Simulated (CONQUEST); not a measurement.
# Au (P6_3/mmc) in CONQUEST: reference runs

Reference runs on Au: the cell as given and a disturbed copy.

Everything below comes from runs of CONQUEST 1.3. Logs are shortened: lines on timing, memory, paths and dates and some standing lists are left out, and cuts for length are marked.

## Step 1: The crystal as given

It takes space group P6_3/mmc (No. 194, hexagonal). Conventional cell: a = 2.900 Å, b = 2.900 Å, c = 4.880 Å, α = 90.00°, β = 90.00°, γ = 120.00°. Au (site symmetry -6m2) has 12 Au at 2.90 to 2.96 Å as nearest neighbours.

This isn't the form of Au at room conditions, which is fcc.

## Step 2: Single point, PBEsol

Input file Conquest_input:

```
IO.Title Au
IO.Coordinates coords.dat
IO.FractionalAtomicCoords T
IO.Iprint 2
IO.Iprint_init 1
General.NumberOfSpecies 1
General.PseudopotentialType hamann
AtomMove.TypeOfRun static
AtomMove.FullStress T
Grid.GridCutoff 120
DM.SolutionMethod diagon
Diag.MPMesh T
Diag.GammaCentred T
Diag.MPMeshX 9
Diag.MPMeshY 6
Diag.MPMeshZ 6
Diag.kT 0.00183747
minE.SCTolerance 1e-6
SC.MaxIters 100
IO.AtomChargeOutput T
IO.DumpChargeDensity T
IO.DumpESPot T
%block ChemicalSpeciesLabel
1 196.970 Au
%endblock
```

Input file coords.dat:

```
    5.4802057614     0.0000000000     0.0000000000
    0.0000000000     9.2218634882     0.0000000000
    0.0000000000     0.0000000000     9.4919948148
4
  0.0000000000   0.2500000000   0.3333333330 1 T T T
  0.5000000000   0.2500000000   0.8333333330 1 T T T
  0.0000000000   0.7500000000   0.6666666670 1 T T T
  0.5000000000   0.7500000000   0.1666666670 1 T T T
```

Potentials or basis: PseudoDojo NC PBEsol, DZP, grid cutoff 120 Ha.

The run is started by

```bash
> OMP_NUM_THREADS=1 Conquest
```

Output:

```text
Simulation cell dimensions:     5.4802 a0 x     9.2219 a0 x     9.4920 a0

      Atomic coordinates (a0)
         Atom         X         Y         Z  Species
            1    0.0000    2.3055    3.1640        1
            2    2.7401    2.3055    7.9100        1
            3    0.0000    6.9164    6.3280        1
            4    2.7401    6.9164    1.5820        1

         Monkhorst-Pack mesh:   9 x   6 x   6 gamma-centred
        This calculation includes non-local pseudopotentials,
         with a maximum core radius of      7.03073947

    Job title: Au
    Job to be run: static calculation

[... 5 lines left out ...]
      Using Fermi-Dirac smearing

    Integration grid size:     32 x   48 x   48

    Integration grid spacing:  0.171 a0 x 0.192 a0 x 0.198 a0

    Number of species:  1
    --------------------------------------------------------
    |   #  mass (au)  Charge (e)  SF Rad (a0)  NSF  Label  |
    --------------------------------------------------------
    |   1    196.970      19.000        7.317   19  Au     |
    --------------------------------------------------------
          SCF tolerance:                 0.00000100
          SCF iterations:               100

    LibXC version:  6. 2. 2
    Using the GGA functional Perdew, Burke & Ernzerhof SOL
    Using the GGA functional Perdew, Burke & Ernzerhof SOL

           radial cut-off to be used is taken to be max PAO cut-off radius for this species:    7.030739

           greatest ang. mom. for making density from PAOs:  2
    Minimum blocs/proc is     1152. Maximum blocs/proc is     1152
    set_atom_dens: In set_atomic_density, electrons :      76.000000000000
 matrix_size & matrix_size_padH =           76          76

    Screened ion int: energy:    -467.602716017523 Ha

    new_SC_potl: Starting.  Tolerance:  0.10000E-05

    PulayMixSC: Starting Pulay mixing, A_up =  0.500 A_dn =  0.500
    PulayMixSC: Spin non-polarised calculation.
          Harris-Foulkes Energy            :      -589.700313947114068 Ha
          GroundState Energy (E-(1/2)TS)   :      -589.700531311057603 Ha
          Free Energy (E-TS)               :      -589.700748675001137 Ha
          DFT Total Energy                 :      -589.578562579460140 Ha
          Total number of electrons        :        76.000000000000739
    PulayMixSC: Pulay iteration     1 residual:              0.22909E-02
          Harris-Foulkes Energy            :      -589.643323376438957 Ha
          GroundState Energy (E-(1/2)TS)   :      -589.643498453037751 Ha
          Free Energy (E-TS)               :      -589.643673529636658 Ha
          DFT Total Energy                 :      -589.642371478275891 Ha
          Total number of electrons        :        76.000028817408491
    PulayMixSC: Pulay iteration     2 residual:              0.34586E-03
          Harris-Foulkes Energy            :      -589.642739604014196 Ha
          GroundState Energy (E-(1/2)TS)   :      -589.642918086076406 Ha
          Free Energy (E-TS)               :      -589.643096568138503 Ha
          DFT Total Energy                 :      -589.642623362545464 Ha
          Total number of electrons        :        76.000041085220317
    PulayMixSC: Pulay iteration     3 residual:              0.15232E-03
          Harris-Foulkes Energy            :      -589.642633620304878 Ha
          GroundState Energy (E-(1/2)TS)   :      -589.642811834387771 Ha
          Free Energy (E-TS)               :      -589.642990048470779 Ha
          DFT Total Energy                 :      -589.642633559456044 Ha
          Total number of electrons        :        76.000052258422883
    PulayMixSC: Pulay iteration     4 residual:              0.34681E-05
          Harris-Foulkes Energy            :      -589.642633947481045 Ha
          GroundState Energy (E-(1/2)TS)   :      -589.642812031742437 Ha
          Free Energy (E-TS)               :      -589.642990116003944 Ha
          DFT Total Energy                 :      -589.642633890853176 Ha
          Total number of electrons        :        76.000055138989438
    PulayMixSC: Pulay iteration     5 residual:              0.15878E-05
          Harris-Foulkes Energy            :      -589.642633438357052 Ha
          GroundState Energy (E-(1/2)TS)   :      -589.642811570442746 Ha
          Free Energy (E-TS)               :      -589.642989702528439 Ha
          DFT Total Energy                 :      -589.642633438337725 Ha
          Total number of electrons        :        76.000055338561765
    PulayMixSC: Pulay iteration     6 residual:              0.38203E-07
    PulayMixSC: Reached SCF tolerance of  0.38203E-07 after      6 iterations
      | Number of electrons      =        76.000055
      |* band energy as 2Tr[K.H] =       -99.848907871312576 Ha
      |  screened ion-ion energy =      -467.602716017523107 Ha
      |  Ha correction           =         3.828511153416378 Ha
      |  XC correction           =       -26.019521461891802 Ha
      | GS Energy as E-(1/2)TS   =      -589.642811570442746 Ha
      | Free Energy as E-TS      =      -589.642989702528439 Ha
      |* Harris-Foulkes energy   =      -589.642633438357052 Ha
      |* DFT total energy        =      -589.642633438337725 Ha
      |  estimated accuracy      =        -0.000000000019327 Ha

    force: Forces on atoms (Ha/a0)
    force:  Atom   X              Y              Z
    force:     1   0.0000000000  -0.0000000000   0.0004193715
    force:     2  -0.0000000000  -0.0000000000   0.0004193715
    force:     3   0.0000000000  -0.0000000000  -0.0004193715
    force:     4  -0.0000000000  -0.0000000000  -0.0004193715

    force: Maximum force :        0.00041937(Ha/a0) on atom         2 in z direction
    force: Force Residual:        0.00041937 Ha/a0
    force: Total stress:          4.64884871     0.00000000    -0.00000000 GPa
                            -0.00000000     6.48739866     0.00000000
                            -0.00000000     0.00000000     5.68718279
    force: Average pressure:     -5.60781006 GPa

    force: Finished force
    get_E_and_F: Change in energy during last step of electronic optimisation:  0.50912E-06

    BIBLIOGRAPHY: Please consider citing the following references in the conquest.bib file

    CONQUEST:         Bowler2002pt, Miyazaki2004, Nakata2020
    Basis:            Bowler2019
    DM:               Bowler:2006xr
    Pseudopotentials: Hamann2013, Bowler2019
    XC references from LibXC:
```

Run time: 75 s. Hardware: 1 thread of Intel Xeon 6975P-C (Granite Rapids), shared host; peak memory 0.77 GiB.

What came out:

```yaml
Free_energy: -16045.0031 eV
Pressure: -5.6 GPa
Largest_force: 0.022 eV/Å
Band_gap_on_the_k_mesh: none (metal or under the smearing width)
```

Forces in eV/Å, atoms in the order of the input:
```
Au   0.000  0.000  0.022
Au   0.000  0.000  0.022
Au   0.000  0.000 -0.022
Au   0.000  0.000 -0.022
```

Levels at points of the mesh, in eV from the Fermi level:
```tsv
k point	band 35	band 36	band 37	band 38	band 39	band 40	band 41	band 42
(0.00, 0.00, 0.00)	-1.91	-1.82	-1.65	-0.84	0.44	1.56	2.55	6.38
(0.00, 0.00, 0.50)	-3.00	-3.00	-1.96	-1.96	2.79	2.79	3.37	3.37
(0.00, 0.50, 0.00)	-2.31	-2.31	-1.72	-1.72	0.70	0.70	3.89	3.89
(0.00, 0.50, 0.50)	-2.56	-2.56	-1.93	-1.93	-1.93	-1.93	11.70	11.70
```

Caveat: the box holds several primitive cells, so bands are folded and the points are those of the box's own zone; the basis of atomic orbitals isn't converged, which shifts pressures, moduli and gaps. The run has no spin-orbit coupling, so splittings on Au are missing.

## Step 3: Single point, PBEsol (atoms moved at random, drawn with an rms of 0.05 Å)

Edit Conquest_input of step 2 so:

```diff
@@ -20,4 +20,2 @@
 IO.AtomChargeOutput T
-IO.DumpChargeDensity T
-IO.DumpESPot T
 %block ChemicalSpeciesLabel
```

Input file coords.dat:

```
    5.4802057614     0.0000000000     0.0000000000
    0.0000000000     9.2218634882     0.0000000000
    0.0000000000     0.0000000000     9.4919948148
4
  0.0079365000   0.2512180000   0.3440955000 1 T T T
  0.5079365000   0.2512180000   0.8440955000 1 T T T
  0.0021750000   0.7544700000   0.6610900000 1 T T T
  0.5021750000   0.7544700000   0.1610900000 1 T T T
```

Potentials or basis: PseudoDojo NC PBEsol, DZP, grid cutoff 120 Ha.

The run is started by

```bash
> OMP_NUM_THREADS=1 Conquest
```

Output:

```text
Simulation cell dimensions:     5.4802 a0 x     9.2219 a0 x     9.4920 a0

      Atomic coordinates (a0)
         Atom         X         Y         Z  Species
            1    0.0435    2.3167    3.2662        1
            2    2.7836    2.3167    8.0122        1
            3    0.0119    6.9576    6.2751        1
            4    2.7520    6.9576    1.5291        1

         Monkhorst-Pack mesh:   9 x   6 x   6 gamma-centred
        This calculation includes non-local pseudopotentials,
         with a maximum core radius of      7.03073947

    Job title: Au
    Job to be run: static calculation

[... 5 lines left out ...]
      Using Fermi-Dirac smearing

    Integration grid size:     32 x   48 x   48

    Integration grid spacing:  0.171 a0 x 0.192 a0 x 0.198 a0

    Number of species:  1
    --------------------------------------------------------
    |   #  mass (au)  Charge (e)  SF Rad (a0)  NSF  Label  |
    --------------------------------------------------------
    |   1    196.970      19.000        7.317   19  Au     |
    --------------------------------------------------------
          SCF tolerance:                 0.00000100
          SCF iterations:               100

    LibXC version:  6. 2. 2
    Using the GGA functional Perdew, Burke & Ernzerhof SOL
    Using the GGA functional Perdew, Burke & Ernzerhof SOL

           radial cut-off to be used is taken to be max PAO cut-off radius for this species:    7.030739

           greatest ang. mom. for making density from PAOs:  2
    Minimum blocs/proc is     1152. Maximum blocs/proc is     1152
    set_atom_dens: In set_atomic_density, electrons :      76.000000000000
 matrix_size & matrix_size_padH =           76          76

    Screened ion int: energy:    -467.600713413566 Ha

    new_SC_potl: Starting.  Tolerance:  0.10000E-05

    PulayMixSC: Starting Pulay mixing, A_up =  0.500 A_dn =  0.500
    PulayMixSC: Spin non-polarised calculation.
          Harris-Foulkes Energy            :      -589.700228317229744 Ha
          GroundState Energy (E-(1/2)TS)   :      -589.700414336896642 Ha
          Free Energy (E-TS)               :      -589.700600356563427 Ha
          DFT Total Energy                 :      -589.578459241749670 Ha
          Total number of electrons        :        75.999999999999659
    PulayMixSC: Pulay iteration     1 residual:              0.22915E-02
          Harris-Foulkes Energy            :      -589.643200277162123 Ha
          GroundState Energy (E-(1/2)TS)   :      -589.643360854171192 Ha
          Free Energy (E-TS)               :      -589.643521431180261 Ha
          DFT Total Energy                 :      -589.642243500548830 Ha
          Total number of electrons        :        76.000029248284235
    PulayMixSC: Pulay iteration     2 residual:              0.34656E-03
          Harris-Foulkes Energy            :      -589.642617655194954 Ha
          GroundState Energy (E-(1/2)TS)   :      -589.642780399493631 Ha
          Free Energy (E-TS)               :      -589.642943143792422 Ha
          DFT Total Energy                 :      -589.642500644863617 Ha
          Total number of electrons        :        76.000041556627281
    PulayMixSC: Pulay iteration     3 residual:              0.15275E-03
          Harris-Foulkes Energy            :      -589.642509931963104 Ha
          GroundState Energy (E-(1/2)TS)   :      -589.642672909759426 Ha
          Free Energy (E-TS)               :      -589.642835887555862 Ha
          DFT Total Energy                 :      -589.642509165806587 Ha
          Total number of electrons        :        76.000056491603189
    PulayMixSC: Pulay iteration     4 residual:              0.43732E-05
          Harris-Foulkes Energy            :      -589.642509980333898 Ha
          GroundState Energy (E-(1/2)TS)   :      -589.642672880245414 Ha
          Free Energy (E-TS)               :      -589.642835780156929 Ha
          DFT Total Energy                 :      -589.642509968568561 Ha
          Total number of electrons        :        76.000056398160780
    PulayMixSC: Pulay iteration     5 residual:              0.18722E-05
          Harris-Foulkes Energy            :      -589.642510158408413 Ha
          GroundState Energy (E-(1/2)TS)   :      -589.642673014589604 Ha
          Free Energy (E-TS)               :      -589.642835870770682 Ha
          DFT Total Energy                 :      -589.642510151092438 Ha
          Total number of electrons        :        76.000057305849126
    PulayMixSC: Pulay iteration     6 residual:              0.44881E-06
    PulayMixSC: Reached SCF tolerance of  0.44881E-06 after      6 iterations
      | Number of electrons      =        76.000057
      |* band energy as 2Tr[K.H] =       -99.852909601301320 Ha
      |  screened ion-ion energy =      -467.600713413565700 Ha
      |  Ha correction           =         3.830556689200017 Ha
      |  XC correction           =       -26.019418937471897 Ha
      | GS Energy as E-(1/2)TS   =      -589.642673014589604 Ha
      | Free Energy as E-TS      =      -589.642835870770682 Ha
      |* Harris-Foulkes energy   =      -589.642510158408413 Ha
      |* DFT total energy        =      -589.642510151092438 Ha
      |  estimated accuracy      =        -0.000000007315975 Ha

    force: Forces on atoms (Ha/a0)
    force:  Atom   X              Y              Z
    force:     1  -0.0000772120   0.0021274847  -0.0006391924
    force:     2  -0.0000772120   0.0021274847  -0.0006391924
    force:     3   0.0001012664  -0.0020586199   0.0009852836
    force:     4   0.0001012664  -0.0020586199   0.0009852836

    force: Maximum force :        0.00212748(Ha/a0) on atom         2 in y direction
    force: Force Residual:        0.00225385 Ha/a0
    force: Total stress:          4.82488528     0.00674777     0.02613980 GPa
                             0.00674777     6.41532002     0.07053702
                             0.02613980     0.07053702     5.68010173
    force: Average pressure:     -5.64010234 GPa

    force: Finished force
    get_E_and_F: Change in energy during last step of electronic optimisation: -0.17807E-06

    BIBLIOGRAPHY: Please consider citing the following references in the conquest.bib file

    CONQUEST:         Bowler2002pt, Miyazaki2004, Nakata2020
    Basis:            Bowler2019
    DM:               Bowler:2006xr
    Pseudopotentials: Hamann2013, Bowler2019
    XC references from LibXC:
```

Run time: 80 s. Hardware: 1 thread of Intel Xeon 6975P-C (Granite Rapids), shared host; peak memory 0.78 GiB.

Results:

| Quantity | Value |
| --- | --- |
| Free energy | -16044.9990 eV |
| Pressure | -5.6 GPa |
| Largest force | 0.117 eV/Å |
| Band gap on the k mesh | none (metal or under the smearing width) |

Forces in eV/Å, atoms in the order of the input:
```
Au  -0.004  0.109 -0.033
Au  -0.004  0.109 -0.033
Au   0.005 -0.106  0.051
Au   0.005 -0.106  0.051
```

Levels at points of the mesh, in eV from the Fermi level:
```
           k point  band 35  band 36  band 37  band 38  band 39  band 40  band 41  band 42
(0.00, 0.00, 0.00)    -1.94    -1.86    -1.63    -0.85     0.58     1.45     2.55     6.53
(0.00, 0.00, 0.50)    -3.03    -3.03    -2.02    -2.02     2.77     2.77     3.46     3.46
(0.00, 0.50, 0.00)    -2.16    -2.14    -1.74    -1.73     0.54     0.56     3.95     3.99
(0.00, 0.50, 0.50)    -2.53    -2.53    -1.91    -1.91    -1.87    -1.87    11.68    11.68
```

Caveat: the box holds several primitive cells, so bands are folded and the points are those of the box's own zone; the basis of atomic orbitals isn't converged, which shifts pressures, moduli and gaps.
